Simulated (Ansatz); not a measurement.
## HfO2, space group Fm-3m: the levels without and with spin-orbit coupling, step by step

Computed with the Python package of Ansatz (0.2.0).

`hfo2.xyz`
```text
3
Lattice="0.0 2.5575 2.5575 2.5575 0.0 2.5575 2.5575 2.5575 0.0" Properties=species:S:1:pos:R:3 pbc="T T T"
Hf    0.00000000    0.00000000    0.00000000
O     1.27875000    1.27875000    1.27875000
O     3.83625000    3.83625000    3.83625000
```

At the Python prompt:
```pycon
>>> import ansatz as az
>>> config = {
...     "dispersion": "d4",
...     "mesh": (8, 8, 8),
...     "smearing": "Fixed",
... }
>>> hfo2 = az.Crystal.from_extxyz("hfo2.xyz")
>>> [site.symbol for site in hfo2.resolved().sites]
['Hf', 'O', 'O']
>>> calculation = hfo2.calculation()
>>> calculation = calculation.functional(az.Functional.PBESOL, dispersion=config["dispersion"])
>>> calculation = calculation.kpoints(*config["mesh"])
>>> calculation = calculation.occupations(config["smearing"])
>>> calculation = calculation.band_table()
>>> for label, variant in (("scalar-relativistic", calculation), ("spin-orbit", calculation.spin(soc=True))):
...     summary = variant.run(threads=1, pin="off").report
...     zero = summary["band_edges_ev"][0] if summary.get("band_edges_ev") else summary["fermi_energy_ev"]
...     near = [round(e - zero, 3) for e in summary["eigenvalues_ev"][0] if abs(e - zero) < 3]
...     print(label)
...     print("  band edges (eV):", [round(e, 3) for e in summary.get("band_edges_ev") or []] or "none reported")
...     print("  levels at k =", summary["kpoints_frac"][0], "within 3 eV of the zero:", near)
...
DeckWarning: basis.ecutwfc = 420 eV, auto-derived from the records' recommended cutoffs: set by Hf (normal level)
scalar-relativistic
  band edges (eV): [15.373, 18.963]
  levels at k = [0.0, 0.0, 0.0] within 3 eV of the zero: [-0.614, -0.614, -0.614]
spin-orbit
  band edges (eV): [15.373, 18.967]
  levels at k = [0.0, 0.0, 0.0] within 3 eV of the zero: [-0.721, -0.721, -0.567, -0.567, -0.567, -0.567]
```

Reading the output:
- This is a high-temperature or high-pressure form, not the ambient phase.
- The starting cell is as deposited in a crystallographic database; the results hold for this polymorph, which needn't be the stable one.
- Levels are Kohn-Sham eigenvalues on this mesh.
- Warnings are shown shortened and without file and line.
- With spin-orbit coupling each level holds one electron and, with inversion or at time-reversal points, comes in pairs; a window in energy can cut a split set.
- Finished in 11 s on 1 thread of AMD EPYC 7R43 64-Core Processor (Zen 3), with other jobs on the host, peak memory 0.55 GiB.
